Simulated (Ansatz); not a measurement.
Input and command of a calculation in Ansatz (plane waves; scalar-relativistic PAW potentials unless the input names others):

```yaml
crystal:
  lattice:
    - [16.5, 0.0, 0.0]
    - [0.0, 16.3, 0.0]
    - [0.0, 0.0, 4.7059097305]
  atoms:
    - { symbol: Xx, position: [0.5, 0.4557563414, 0.0] }
    - { symbol: Sn, position: [0.642799109, 0.5527486428, 0.0] }
    - { symbol: Sn, position: [0.3421170126, 0.6479026328, 0.5] }
    - { symbol: Sn, position: [0.5, 0.3576413643, 0.5] }
    - { symbol: Sn, position: [0.6578829874, 0.6479026328, 0.5] }
    - { symbol: Sn, position: [0.357200891, 0.5527486428, 0.0] }
    - { symbol: H, position: [0.7229058468, 0.4835132491, 0.0] }
    - { symbol: H, position: [0.4170245959, 0.7222799767, 0.5] }
    - { symbol: H, position: [0.2499939715, 0.6990692124, 0.5] }
    - { symbol: H, position: [0.4158183658, 0.2939829628, 0.5] }
    - { symbol: H, position: [0.5841816342, 0.2939829628, 0.5] }
    - { symbol: H, position: [0.5829754041, 0.7222799767, 0.5] }
    - { symbol: H, position: [0.7500060285, 0.6990692124, 0.5] }
    - { symbol: H, position: [0.2770941532, 0.4835132491, 0.0] }
basis:
  ecutwfc: 420
kpoints:
  mp_grid: { grid: [1, 1, 12] }
hamiltonian:
  xc: pbe
scf:
  occupations: { method: gaussian, width: 0.05 }
  max_iter: 80
output:
  forces: true
  eigenvalues: true
  stress: true
```

```bash
ansatz run input.yaml --threads 4 --pin off --max-ram 11264MiB --backend cpu --events-out ev --progress --plain --runs-dir out
```

Question: Will this input run?

Answer: The program refuses it, because of an unknown element (crystal.atoms[0].symbol: "Sn" → "Xx"). With the sound run's settings it is accepted.

Abridged log:
```
Error: YAML parse error: error: line 7 column 17: `Xx` is not an element symbol (H … Og, case-exact)
 --> <input>:7:17
  |
5 |     - [0.0, 0.0, 4.7059097305]
6 |   atoms:
7 |     - { symbol: Xx, position: [0.5, 0.4557563414, 0.0] }
  |                 ^ `Xx` is not an element symbol (H … Og, case-exact)
8 |     - { symbol: Sn, position: [0.642799109, 0.5527486428, 0.0] }
9 |     - { symbol: Sn, position: [0.3421170126, 0.6479026328, 0.5] }
  |
```